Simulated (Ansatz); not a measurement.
## CdS: frozen-core PAW against all-electron methods

```
Cd S
1.0
     0.00000    2.91000    2.91000
     2.91000    0.00000    2.91000
     2.91000    2.91000    0.00000
Cd S
1 1
Direct
  0.00000 0.00000 0.00000
  0.75000 0.75000 0.75000
```

Atom numbers follow the list: Cd1, S2.

The cell is COD entry 1011260, as deposited and not checked against the literature; nothing was relaxed. It is an old determination, and later ones may differ.

All numbers are computed: DFT, PBE, PAW with Ansatz's default frozen-core files, fully relativistic files with spin-orbit coupling (Ansatz 0.2.0); DFT, PBE, all-electron LAPW, Dirac equation with spin-orbit coupling (Ansatz 0.2.0).

For PAW: a Γ-centred 9×9×9 k mesh, Fermi–Dirac smearing of 0.03 eV, cutoff 420 eV, no spin polarisation. LAPW targets a basis error of 0.5 meV/atom. The Ansatz runs share mesh, smearing and spin set-up. Plane-wave (PAW) pressures include the program's estimate of the Pulay term.

Stress and pressure are positive in compression.

Levels count from the top of the valence band.

PAW results:

```
                      quantity     PAW
                pressure (GPa)    3.24
                 band gap (eV)   1.145
highest filled level at W (eV)  -2.204
  lowest empty level at W (eV)   5.397
highest filled level at K (eV)  -1.553
  lowest empty level at K (eV)   4.217
highest filled level at Γ (eV)   0.000
  lowest empty level at Γ (eV)   1.145
```

What does full-potential LAPW give for the same quantities?


| quantity | LAPW |
| --- | --- |
| pressure (GPa) | 3.27 |
| band gap (eV) | 1.145 |
| highest filled level at W (eV) | -2.204 |
| lowest empty level at W (eV) | 5.399 |
| highest filled level at K (eV) | -1.552 |
| lowest empty level at K (eV) | 4.218 |
| highest filled level at Γ (eV) | 0.000 |
| lowest empty level at Γ (eV) | 1.145 |
